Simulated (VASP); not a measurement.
Input of a VASP 6.6.1 run:

Contents of INCAR:

```
  ALGO = Normal
  EDIFF = 1E-6
  ENCUT = 520
  GGA = PE
  ISIF = 2
  ISMEAR = -1
  LASPH = True
  LCHARG = True
  LELF = True
  LREAL = False
  LVHAR = True
  LWAVE = False
  NBANDS = 18
  NELM = 100
  PREC = Accurate
  SIGMA = 0.15
```

The input KPOINTS:

```
k-points
0
Gamma
  13 13 7
```

File POSCAR:

```
Ta
1.0
    2.9039239680      0.0000000000      0.0000000000
   -1.4519619840      2.5148719270      0.0000000000
    0.0000000000      0.0000000000      5.1308977023
Ta
2
Direct
    0.3333333333      0.6666666667      0.2500000000
    0.6666666667      0.3333333333      0.7500000000
```

Potentials or basis: VASP PAW PBE potentials, release 64 (Ta_pv).

Command:

```sh
$ cat potpaw_PBE.64/Ta_pv/POTCAR > POTCAR
$ mpirun -np 1 vasp_std > vasp.out
```

(1) Estimate the pressure.

(2) Predict the band gap on the k mesh.

## Answers

(1) 0.6 GPa.

(2) none (metal or under the smearing width).
